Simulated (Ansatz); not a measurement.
## AlGa₃N₄: excitons and shallow donors from band masses and screening

Computed with Ansatz 0.2.0, DFT PBEsol, scalar-relativistic, plane waves, PAW.

Cutoff 420 eV; k points 6×6×6 on the computed 8-atom cell (Γ-centred); Gaussian smearing, width 0.02 eV; no spin polarisation.

Relaxed cell: P-43m, a = 4.468 Å, b = 4.468 Å, c = 4.468 Å, α = 90.00°, β = 90.00°, γ = 90.00°, 8 atoms in the primitive cell. Whether it is the stable form of this composition wasn't checked.

The calculation gives a Kohn–Sham gap of 2.29 eV, an electron mass of 0.205 mₑ and a hole mass of 0.46 mₑ (harmonic means over x, y, z and over the bands degenerate at each edge), and ε∞ = 5.76 (independent particles, mean of the diagonal).

Q: Estimate the binding energy and radius of a Wannier–Mott exciton and of a shallow donor, and say whether the hydrogenic model can hold.

A: The reduced mass is μ = mₙmₕ/(mₙ + mₕ) = 0.142 mₑ, with mₙ and mₕ the band masses. With E_b = 13.606 eV × μ/ε² and a = 0.529 Å × ε/μ (μ in mₑ) the exciton has E_b = 58 meV and a = 21 Å. For a donor μ is the electron mass: 84 meV and 14.8 Å. The exciton's radius is 5 times the shortest lattice vector (4.47 Å), so the continuum picture is reasonable. In a polar crystal the ions screen too, so a state bound more weakly than an optical phonon feels the larger static constant, which lowers the energy and widens the orbit. The other way, the small Kohn–Sham gap and the missing local fields make ε∞ too large and the masses tend to be too light, which underbinds.